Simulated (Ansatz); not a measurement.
# Pb (Fd-3m) in Ansatz: equation of state

Aim: energy against volume of Pb in PBE, for its equilibrium volume and stiffness.

Everything below comes from runs of Ansatz 0.2.0. Logs are shortened: lines on timing, memory, paths and dates and some standing lists are left out, and cuts for length are marked.

## Step 1: The structure

Symmetry: Fd-3m, No. 227, cubic system. The conventional cell has a = 6.878 Å, b = 6.878 Å, c = 6.878 Å, α = 90.00°, β = 90.00°, γ = 90.00°. Pb (site symmetry -43m) is surrounded by 4 Pb at 2.98 Å.

This isn't the form of Pb at room conditions, which is fcc.

## Step 2: Single point, PBE, 38.23 Å³/atom (volume scaled by 0.94)

Contents of input.yaml:

```yaml
crystal:
  lattice:
    - [0.0, 3.3687966822, 3.3687966822]
    - [3.3687966822, 0.0, 3.3687966822]
    - [3.3687966822, 3.3687966822, 0.0]
  atoms:
    - { symbol: Pb, position: [0.25, 0.25, 0.25] }
    - { symbol: Pb, position: [0.0, 0.0, 0.0] }
hamiltonian:
  xc: pbe
  pseudopotentials: { kind: paw }
kpoints:
  mp_grid: { grid: [7, 7, 7] }
scf:
  occupations: { method: fermi_dirac, width: 0.05 }
output:
  forces: true
  stress: true
  eigenvalues: true
```

Potentials or basis: Ansatz PAW.

Command:

```
> ansatz run input.yaml --threads 2 --pin off --max-ram 5120MiB --backend cpu --events-out ev --progress --plain --runs-dir out
```

What it wrote:

```text
Warning: RAYON_NUM_THREADS=2 ignored (pool sized by the plan → 2); use --threads N
Engine: ansatz 0.2.0, x86_64-unknown-linux-gnu
Pseudopotentials: kind: paw
Pseudopotential: Pb, paw, valence charge 14, recommended cutoff 420 eV (normal), Pb.paw.azcp
Functional definition: PBE
  parameter kappa = 0.804
  parameter beta = 0.06672455060314922
  exchange = pbe_x(kappa = kappa, mu = beta*pi^2/3)
  correlation = pbe_c(beta = beta)
Crystal: 2 atoms, lattice volume = 76.464 Å³
Basis set: ecut = 420 eV, 1459 PW (Γ), exchange–correlation on 64×64×64 points (8 copies of the dense FFT grid, shifted against one another)
Bands: 18, of which v1, the nominal top of the filled ones, is band 14 counted from 1 (13 counted from 0)
Symmetry: 48 space group operations
Space group: Fd-3m (ITA 227), of the structure as read, at distance tolerance 4.2e-5 Å
k-points: 20 of 343
Non-local potential: Pb, projectors of the file, l = 0: 2, l = 1: 2, l = 2: 2, l = 3: 2
PAW form: soft (Blöchl's): semilocal exchange-correlation on the pseudo side does not see the compensation charge
PAW one-centre angular grid: Pb, 590 points (default); XC on 64 Gauss nodes
Initial density: superposition of atomic densities (neutral atoms: chi_scale 0, normalization atom), corrected by the library's trained network
Initial wavefunctions: pseudopotential atomic-orbital guess
Functional: x = pbe(κ = 0.804, μ = 0.2195149727645171), c = pbe(β = 0.06672455060314922)
SCF iter   1: F=—  HF=-23812.155420 eV  |F-HF|=—  |Δ(HF+E_count)|=         —  Δρ=8.69e-4  dr2=5.88e-4  ethr=1.77e-3  ⟨swp⟩=6.4  Hψ=1923  notcnv=0
preconditioner: auto → Kerker (q_TF=auto, 2.308 Å⁻¹)  [metal: Δε(μ)=0.087 eV  Ē_g=16.995 eV  σ=0.050 eV  W_gap=0.41  n_scr=14 (ndim 8)  ℏωp=22.5 eV  f_vac=0.101  D(μ)=0.79/eV (n_scr^D=0)]
SCF iter   2: F=—  HF=-23812.154602 eV  |F-HF|=—  |Δ(HF+E_count)|=   8.18e-4  Δρ=5.67e-4  dr2=3.81e-4  ethr=2.10e-6  ⟨swp⟩=2.3  Hψ=820  notcnv=0
SCF iter   3: F=—  HF=-23812.154908 eV  |F-HF|=—  |Δ(HF+E_count)|=   3.06e-4  Δρ=3.82e-4  dr2=8.69e-5  ethr=1.36e-6  ⟨swp⟩=2.0  Hψ=644  notcnv=0
SCF iter   4: F=—  HF=-23812.154908 eV  |F-HF|=—  |Δ(HF+E_count)|=   2.83e-8  Δρ=2.07e-4  dr2=3.34e-5  ethr=3.10e-7  ⟨swp⟩=2.1  Hψ=621  notcnv=0
SCF iter   5: F=—  HF=-23812.154929 eV  |F-HF|=—  |Δ(HF+E_count)|=   2.07e-5  Δρ=8.19e-5  dr2=6.40e-6  ethr=1.19e-7  ⟨swp⟩=2.0  Hψ=635  notcnv=0
SCF iter   6: F=—  HF=-23812.154933 eV  |F-HF|=—  |Δ(HF+E_count)|=   4.35e-6  Δρ=3.52e-5  dr2=9.57e-7  ethr=2.28e-8  ⟨swp⟩=2.0  Hψ=439  notcnv=0
SCF iter   7: F=-23812.154933 eV  HF=-23812.154933 eV  |F-HF|=6.57e-9  |Δ(HF+E_count)|=   6.63e-8  Δρ=6.26e-6  dr2=2.60e-8  ethr=3.57e-10  ⟨swp⟩=4.0  Hψ=1758  notcnv=0
SCF 1 converged in 7 iterations: F = -23812.154933 eV  dr2 = 2.60e-8
SCF converged after 7 iterations
Free energy (F): -23812.154933 eV
Harris-Foulkes:  -23812.154933 eV  (|F-HF|=6.57e-9)
Internal energy: -23812.149032 eV  (E = F + TS)
E sigma→0 (E₀):  -23812.151983 eV
Entropy (-TS):   -0.005901 eV (-2.950 meV/atom)
Fermi energy:    7.829715 eV
--- Per-component energies (eV) ---
  E_band       = -162.183242
  E_kinetic    = 582.863055
  E_local      = -2660.204914  (includes V_loc(G=0)·N_el)
  E_nonlocal   = 699.732426
  E_hartree    = 1079.115005
  E_xc         = -440.461542
  E_vxc        = -263.962123  (∫ρ·V_xc dr)
  E_paw        = -20816.701306  (= ΣΔE_a)
  E_vpaw       = -678.850954  (= ΣTr[D̂ρ^β])
  E_aug_tail   = 0.000090  (compensation charges beyond the density's cutoff)
  E_ewald      = -2256.491846
  E_smearing   = -0.005901  (= −TS)
  E_closure    = -0.000000  (closes the sum)
  Σ components = -23812.154933   (vs F -23812.154933, Δ=0.00e0)
--- Forces (eV/Å), atoms counted from 1 ---
  atom   1  Pb    -0.00000000    -0.00000000     0.00000000
  atom   2  Pb    -0.00000000    -0.00000000    -0.00000000
  max |Σ_I F_I| component: 6.94e-18 eV/Å
--- Stress (GPa, compression-positive) ---
        4.993124       0.000000       0.000000
       -0.000000       4.993124       0.000000
       -0.000000       0.000000       4.993124
  P = ⅓ Tr σ = 4.9931 GPa (49.931 kbar)
--- Band table (eV; the first three rows and the last of 20) ---
  k-point 0: bands = ["-9.5164", "-9.5164", "-9.5164", "-9.4293", "-9.4293", "-8.9265", "-8.9265", "-8.9265", "-8.8885", "-8.8885", "-3.6853", "4.2724", "8.2589", "8.2589", "8.2589", "10.2849", "10.2849", "10.2849"]
  k-point 1: bands = ["-9.5384", "-9.5384", "-9.5115", "-9.3972", "-9.3972", "-8.9594", "-8.9594", "-8.9409", "-8.8610", "-8.8610", "-3.4965", "3.5389", "7.8757", "7.8975", "7.8975", "10.7237", "10.7237", "10.7632"]
  k-point 2: bands = ["-9.5623", "-9.5623", "-9.5001", "-9.3538", "-9.3538", "-8.9937", "-8.9937", "-8.9737", "-8.8357", "-8.8357", "-2.9703", "2.0731", "7.2701", "7.3618", "7.3618", "11.2819", "11.2819", "12.3544"]
  k-point 19: bands = ["-9.6320", "-9.6115", "-9.3664", "-9.2567", "-9.2083", "-9.1563", "-9.1431", "-9.0613", "-8.7728", "-8.7517", "-1.1960", "-0.3462", "4.8987", "5.6603", "9.7837", "11.3139", "12.3552", "12.6429"]
```

Wall time 0.63 s (2 threads of Intel Xeon 6975P-C (Granite Rapids), shared host); peak memory 0.34 GiB.

Results:

| Item | Value |
| --- | --- |
| Free energy | -23812.1549 eV |
| Pressure | 5.0 GPa |
| Band gap on the k mesh | none (metal or under the smearing width) |

## Step 3: Single point, PBE, 39.05 Å³/atom (volume scaled by 0.96)

Edit input.yaml of step 2 so:

```diff
@@ -2,5 +2,5 @@
   lattice:
-    - [0.0, 3.3687966822, 3.3687966822]
-    - [3.3687966822, 0.0, 3.3687966822]
-    - [3.3687966822, 3.3687966822, 0.0]
+    - [0.0, 3.3925213842, 3.3925213842]
+    - [3.3925213842, 0.0, 3.3925213842]
+    - [3.3925213842, 3.3925213842, 0.0]
   atoms:
@@ -19 +19,5 @@
   eigenvalues: true
+  write_density: true
+  write_potential: true
+  elf: true
+  volumetric_format: npy
```

Potentials or basis: Ansatz PAW.

Command:

```
> ansatz run input.yaml --threads 2 --pin off --max-ram 5120MiB --backend cpu --events-out ev --progress --plain --runs-dir out
```

What it wrote:

```text
Warning: RAYON_NUM_THREADS=2 ignored (pool sized by the plan → 2); use --threads N
Engine: ansatz 0.2.0, x86_64-unknown-linux-gnu
Pseudopotentials: kind: paw
Pseudopotential: Pb, paw, valence charge 14, recommended cutoff 420 eV (normal), Pb.paw.azcp
Functional definition: PBE
  parameter kappa = 0.804
  parameter beta = 0.06672455060314922
  exchange = pbe_x(kappa = kappa, mu = beta*pi^2/3)
  correlation = pbe_c(beta = beta)
Crystal: 2 atoms, lattice volume = 78.090 Å³
Basis set: ecut = 420 eV, 1471 PW (Γ), exchange–correlation on 72×72×72 points (8 copies of the dense FFT grid, shifted against one another)
Bands: 18, of which v1, the nominal top of the filled ones, is band 14 counted from 1 (13 counted from 0)
Symmetry: 48 space group operations
Space group: Fd-3m (ITA 227), of the structure as read, at distance tolerance 4.3e-5 Å
k-points: 20 of 343
Non-local potential: Pb, projectors of the file, l = 0: 2, l = 1: 2, l = 2: 2, l = 3: 2
PAW form: soft (Blöchl's): semilocal exchange-correlation on the pseudo side does not see the compensation charge
PAW one-centre angular grid: Pb, 590 points (default); XC on 64 Gauss nodes
Initial density: superposition of atomic densities (neutral atoms: chi_scale 0, normalization atom), corrected by the library's trained network
Initial wavefunctions: pseudopotential atomic-orbital guess
Functional: x = pbe(κ = 0.804, μ = 0.2195149727645171), c = pbe(β = 0.06672455060314922)
SCF iter   1: F=—  HF=-23812.200971 eV  |F-HF|=—  |Δ(HF+E_count)|=         —  Δρ=9.21e-4  dr2=6.78e-4  ethr=1.77e-3  ⟨swp⟩=6.5  Hψ=1925  notcnv=0
preconditioner: auto → Kerker (q_TF=auto, 2.300 Å⁻¹)  [metal: Δε(μ)=0.077 eV  Ē_g=16.913 eV  σ=0.050 eV  W_gap=0.37  n_scr=14 (ndim 8)  ℏωp=22.2 eV  f_vac=0.105  D(μ)=0.80/eV (n_scr^D=0)]
SCF iter   2: F=—  HF=-23812.200320 eV  |F-HF|=—  |Δ(HF+E_count)|=   6.51e-4  Δρ=5.89e-4  dr2=4.01e-4  ethr=2.42e-6  ⟨swp⟩=2.4  Hψ=816  notcnv=0
SCF iter   3: F=—  HF=-23812.200645 eV  |F-HF|=—  |Δ(HF+E_count)|=   3.26e-4  Δρ=3.62e-4  dr2=8.10e-5  ethr=1.43e-6  ⟨swp⟩=2.0  Hψ=644  notcnv=0
SCF iter   4: F=—  HF=-23812.200640 eV  |F-HF|=—  |Δ(HF+E_count)|=   5.11e-6  Δρ=1.84e-4  dr2=2.95e-5  ethr=2.89e-7  ⟨swp⟩=2.1  Hψ=618  notcnv=0
SCF iter   5: F=—  HF=-23812.200665 eV  |F-HF|=—  |Δ(HF+E_count)|=   2.46e-5  Δρ=7.56e-5  dr2=5.88e-6  ethr=1.06e-7  ⟨swp⟩=2.0  Hψ=638  notcnv=0
SCF iter   6: F=—  HF=-23812.200670 eV  |F-HF|=—  |Δ(HF+E_count)|=   4.71e-6  Δρ=3.05e-5  dr2=7.35e-7  ethr=2.10e-8  ⟨swp⟩=2.0  Hψ=439  notcnv=0
SCF iter   7: F=-23812.200670 eV  HF=-23812.200670 eV  |F-HF|=4.66e-9  |Δ(HF+E_count)|=   1.92e-8  Δρ=4.28e-6  dr2=1.21e-8  ethr=3.57e-10  ⟨swp⟩=8.1  Hψ=2706  notcnv=0
SCF 1 converged in 7 iterations: F = -23812.200670 eV  dr2 = 1.21e-8
SCF converged after 7 iterations
Free energy (F): -23812.200670 eV
Harris-Foulkes:  -23812.200670 eV  (|F-HF|=4.66e-9)
Internal energy: -23812.194698 eV  (E = F + TS)
E sigma→0 (E₀):  -23812.197684 eV
Entropy (-TS):   -0.005972 eV (-2.986 meV/atom)
Fermi energy:    7.567221 eV
--- Per-component energies (eV) ---
  E_band       = -168.428425
  E_kinetic    = 582.186322
  E_local      = -2685.088763  (includes V_loc(G=0)·N_el)
  E_nonlocal   = 699.693480
  E_hartree    = 1088.469713
  E_xc         = -440.243317
  E_vxc        = -263.651499  (∫ρ·V_xc dr)
  E_paw        = -20816.500568  (= ΣΔE_a)
  E_vpaw       = -678.513353  (= ΣTr[D̂ρ^β])
  E_aug_tail   = 0.000103  (compensation charges beyond the density's cutoff)
  E_ewald      = -2240.711667
  E_smearing   = -0.005972  (= −TS)
  E_closure    = -0.000000  (closes the sum)
  Σ components = -23812.200670   (vs F -23812.200670, Δ=0.00e0)
--- Forces (eV/Å), atoms counted from 1 ---
  atom   1  Pb     0.00000000    -0.00000000     0.00000000
  atom   2  Pb     0.00000000     0.00000000     0.00000000
  max |Σ_I F_I| component: 9.25e-18 eV/Å
--- Stress (GPa, compression-positive) ---
        4.032468       0.000000      -0.000000
        0.000000       4.032468       0.000000
        0.000000       0.000000       4.032468
  P = ⅓ Tr σ = 4.0325 GPa (40.325 kbar)
--- Band table (eV; the first three rows and the last of 20) ---
  k-point 0: bands = ["-9.7279", "-9.7279", "-9.7279", "-9.6445", "-9.6445", "-9.1673", "-9.1673", "-9.1673", "-9.1343", "-9.1343", "-3.8133", "3.8908", "7.9856", "7.9856", "7.9856", "10.0072", "10.0072", "10.0072"]
  k-point 1: bands = ["-9.7487", "-9.7487", "-9.7231", "-9.6143", "-9.6143", "-9.1996", "-9.1996", "-9.1807", "-9.1071", "-9.1071", "-3.6298", "3.1985", "7.6062", "7.6364", "7.6364", "10.4342", "10.4342", "10.4631"]
  k-point 2: bands = ["-9.7715", "-9.7715", "-9.7119", "-9.5731", "-9.5731", "-9.2327", "-9.2327", "-9.2112", "-9.0827", "-9.0827", "-3.1189", "1.7972", "7.0008", "7.1158", "7.1158", "10.9857", "10.9857", "12.0135"]
  k-point 19: bands = ["-9.8378", "-9.8183", "-9.5841", "-9.4799", "-9.4354", "-9.3864", "-9.3739", "-9.2964", "-9.0232", "-9.0032", "-1.3944", "-0.5641", "4.7217", "5.4626", "9.4877", "10.9845", "12.0543", "12.3432"]
```

Wall time 0.81 s (2 threads of Intel Xeon 6975P-C (Granite Rapids), shared host); peak memory 0.37 GiB.

What came out:

```
Free energy            : -23812.2007 eV
Pressure               : 4.0 GPa
Band gap on the k mesh : none (metal or under the smearing width)
```

## Step 4: Single point, PBE, 39.86 Å³/atom (volume scaled by 0.98)

Contents of input.yaml:

```yaml
crystal:
  lattice:
    - [0.0, 3.4159188228, 3.4159188228]
    - [3.4159188228, 0.0, 3.4159188228]
    - [3.4159188228, 3.4159188228, 0.0]
  atoms:
    - { symbol: Pb, position: [0.25, 0.25, 0.25] }
    - { symbol: Pb, position: [0.0, 0.0, 0.0] }
hamiltonian:
  xc: pbe
  pseudopotentials: { kind: paw }
kpoints:
  mp_grid: { grid: [7, 7, 7] }
scf:
  occupations: { method: fermi_dirac, width: 0.05 }
output:
  forces: true
  stress: true
  eigenvalues: true
```

Command:

```
> ansatz run input.yaml --threads 2 --pin off --max-ram 5120MiB --backend cpu --events-out ev --progress --plain --runs-dir out
```

Run time: 0.69 s. Hardware: 2 threads of Intel Xeon 6975P-C (Granite Rapids), shared host; peak memory 0.36 GiB.

The run converged. Its results:

```yaml
Free_energy: -23812.2372 eV
Pressure: 3.2 GPa
Band_gap_on_the_k_mesh: none (metal or under the smearing width)
```

## Step 5: Single point, PBE, 40.67 Å³/atom

Edit input.yaml of step 4 so:

```diff
@@ -2,5 +2,5 @@
   lattice:
-    - [0.0, 3.4159188228, 3.4159188228]
-    - [3.4159188228, 0.0, 3.4159188228]
-    - [3.4159188228, 3.4159188228, 0.0]
+    - [0.0, 3.4390000555, 3.4390000555]
+    - [3.4390000555, 0.0, 3.4390000555]
+    - [3.4390000555, 3.4390000555, 0.0]
   atoms:
```

Command:

```
> ansatz run input.yaml --threads 2 --pin off --max-ram 5120MiB --backend cpu --events-out ev --progress --plain --runs-dir out
```

It took 0.7 s on 2 threads of Intel Xeon 6975P-C (Granite Rapids), shared host; peak memory 0.36 GiB.

Results (log left out):

- Free energy: -23812.2654 eV
- Pressure: 2.4 GPa
- Band gap on the k mesh: none (metal or under the smearing width)

## Step 6: Single point, PBE, 41.49 Å³/atom (volume scaled by 1.02)

Edit input.yaml of step 5 so:

```diff
@@ -2,5 +2,5 @@
   lattice:
-    - [0.0, 3.4390000555, 3.4390000555]
-    - [3.4390000555, 0.0, 3.4390000555]
-    - [3.4390000555, 3.4390000555, 0.0]
+    - [0.0, 3.461775554, 3.461775554]
+    - [3.461775554, 0.0, 3.461775554]
+    - [3.461775554, 3.461775554, 0.0]
   atoms:
@@ -19 +19,5 @@
   eigenvalues: true
+  write_density: true
+  write_potential: true
+  elf: true
+  volumetric_format: npy
```

Potentials or basis: Ansatz PAW.

Command:

```
> ansatz run input.yaml --threads 2 --pin off --max-ram 5120MiB --backend cpu --events-out ev --progress --plain --runs-dir out
```

Wall time 0.94 s (2 threads of Intel Xeon 6975P-C (Granite Rapids), shared host); peak memory 0.37 GiB.

The run converged. Its results:

| Quantity | Value |
| --- | --- |
| Free energy | -23812.2862 eV |
| Pressure | 1.7 GPa |
| Band gap on the k mesh | none (metal or under the smearing width) |

## Step 7: Single point, PBE, 42.30 Å³/atom (volume scaled by 1.04)

Contents of input.yaml:

```yaml
crystal:
  lattice:
    - [0.0, 3.484255246, 3.484255246]
    - [3.484255246, 0.0, 3.484255246]
    - [3.484255246, 3.484255246, 0.0]
  atoms:
    - { symbol: Pb, position: [0.25, 0.25, 0.25] }
    - { symbol: Pb, position: [0.0, 0.0, 0.0] }
hamiltonian:
  xc: pbe
  pseudopotentials: { kind: paw }
kpoints:
  mp_grid: { grid: [7, 7, 7] }
scf:
  occupations: { method: fermi_dirac, width: 0.05 }
output:
  forces: true
  stress: true
  eigenvalues: true
```

Command:

```
> ansatz run input.yaml --threads 2 --pin off --max-ram 5120MiB --backend cpu --events-out ev --progress --plain --runs-dir out
```

Wall time 0.63 s (2 threads of Intel Xeon 6975P-C (Granite Rapids), shared host); peak memory 0.37 GiB.

The run converged. Its results:

```
Free energy            : -23812.3003 eV
Pressure               : 1.1 GPa
Band gap on the k mesh : none (metal or under the smearing width)
```

## Step 8: Single point, PBE, 43.11 Å³/atom (volume scaled by 1.06)

Edit input.yaml of step 7 so:

```diff
@@ -2,5 +2,5 @@
   lattice:
-    - [0.0, 3.484255246, 3.484255246]
-    - [3.484255246, 0.0, 3.484255246]
-    - [3.484255246, 3.484255246, 0.0]
+    - [0.0, 3.5064485529, 3.5064485529]
+    - [3.5064485529, 0.0, 3.5064485529]
+    - [3.5064485529, 3.5064485529, 0.0]
   atoms:
```

Command:

```
> ansatz run input.yaml --threads 2 --pin off --max-ram 5120MiB --backend cpu --events-out ev --progress --plain --runs-dir out
```

Run time: 0.66 s. Hardware: 2 threads of Intel Xeon 6975P-C (Granite Rapids), shared host; peak memory 0.36 GiB.

Results (log left out):

```
Free energy            : -23812.3085 eV
Pressure               : 0.5 GPa
Band gap on the k mesh : none (metal or under the smearing width)
```

## Step 9: Equation of state, PBE

Potentials or basis: Ansatz PAW.

This step only gathers the single runs of the series.

What came out:

```yaml
Equilibrium_volume: "43.97 Å³/atom (rough: see the caveat)"
Bulk_modulus: 26 GPa (rough)
```

Energy against volume, from the lowest point:
```tsv
volume (Å³/atom)	energy (meV/atom)
38.232	76.77
39.045	53.90
39.859	35.65
40.672	21.54
41.486	11.14
42.299	4.07
43.112	0.00
```

Caveat: the minimum lies outside the volumes run. The run has no spin-orbit coupling, so splittings on Pb are missing.
